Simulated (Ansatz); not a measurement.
TiAl3 in Ansatz: convergence with n extra bands

Input of the first run (n extra bands 1); the others differ in this setting and in those tied to it:

input.yaml

```yaml
crystal:
  lattice:
    - [-1.9111067713, 1.9111067713, 4.2806687947]
    - [1.9111067713, -1.9111067713, 4.2806687947]
    - [1.9111067713, 1.9111067713, -4.2806687947]
  atoms:
    - { symbol: Ti, position: [0.0, 0.0, 0.0] }
    - { symbol: Al, position: [0.25, 0.75, 0.5] }
    - { symbol: Al, position: [0.75, 0.25, 0.5] }
    - { symbol: Al, position: [0.5, 0.5, 0.0] }
hamiltonian:
  xc: pbesol
  pseudopotentials: { kind: paw }
kpoints:
  mp_grid: { grid: [8, 8, 8] }
scf:
  occupations: { method: gaussian, width: 0.05 }
  n_extra_bands: 1
output:
  forces: true
  stress: true
  eigenvalues: true
```

Potentials or basis: Ansatz PAW.

The run is started by

```console
$ ansatz run input.yaml --threads 2 --pin off --max-ram 5632MiB --backend cpu --events-out ev --progress --plain --runs-dir out
```

The cell comes from a database or a generator and needn't be the stable form of this composition.

Hardware: 2 threads of Intel(R) Xeon(R) Platinum 8259CL CPU @ 2.50GHz (Skylake/Cascade Lake) (shared host).

```tsv
n extra bands	energy less the tightest run, at zero smearing (meV/atom)	SCF cycles	CPU time (s)	peak memory (GiB)
1	0.00	6	3.3	0.43
2	0.00	6	3.3	0.43
4	0.00	6	3.7	0.43
8	0.00	6	4.2	0.44
16	0.00	6	4.9	0.45
32	0.00	6	6.1	0.48
```

Against the tightest run, the energy stays within 1 meV/atom from 1 on. The tightest run that finished is the yardstick and may itself not be fully converged.
